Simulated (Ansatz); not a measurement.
Space group Fd-3m:1 (No. 227). a = 5.470 Å, b = 5.470 Å, c = 5.470 Å, α = 90.00°, β = 90.00°, γ = 90.00°
```tsv
atom	site	symmetry	x	y	z
Si	8a	-43m	0.2500	0.2500	0.2500
```

Equation of state of this Si structure (not necessarily the ground state), with shape and atoms relaxed at each volume where symmetry leaves them free. Theory: DFT PBE, scalar-relativistic, plane waves, PAW (Ansatz).

Plane waves to 420 eV, a k mesh through Γ of 10×10×10 on the computed 2-atom cell and Gaussian smearing (0.02 eV); no spin polarisation.

```json
{"V (Å³/atom)": "18.000", "E − E(largest V) (meV/atom)": "55.03", "P (GPa)": "14.91", "gap on mesh (eV)": "0.38"}
{"V (Å³/atom)": "18.614", "E − E(largest V) (meV/atom)": "7.04", "P (GPa)": "10.27", "gap on mesh (eV)": "0.44"}
{"V (Å³/atom)": "19.228", "E − E(largest V) (meV/atom)": "-24.50", "P (GPa)": "6.30", "gap on mesh (eV)": "0.51"}
{"V (Å³/atom)": "19.841", "E − E(largest V) (meV/atom)": "-41.99", "P (GPa)": "2.92", "gap on mesh (eV)": "0.56"}
{"V (Å³/atom)": "20.455", "E − E(largest V) (meV/atom)": "-47.48", "P (GPa)": "0.03", "gap on mesh (eV)": "0.62"}
{"V (Å³/atom)": "21.068", "E − E(largest V) (meV/atom)": "-42.74", "P (GPa)": "-2.44", "gap on mesh (eV)": "0.66"}
{"V (Å³/atom)": "21.682", "E − E(largest V) (meV/atom)": "-29.28", "P (GPa)": "-4.54", "gap on mesh (eV)": "0.71"}
{"V (Å³/atom)": "22.500", "E − E(largest V) (meV/atom)": "0.00", "P (GPa)": "-6.85", "gap on mesh (eV)": "0.76"}
```

Fit a third-order Birch–Murnaghan equation to E(V).

V0 = 20.46 Å³/atom, B0 = 89 GPa, B0' = 4.3.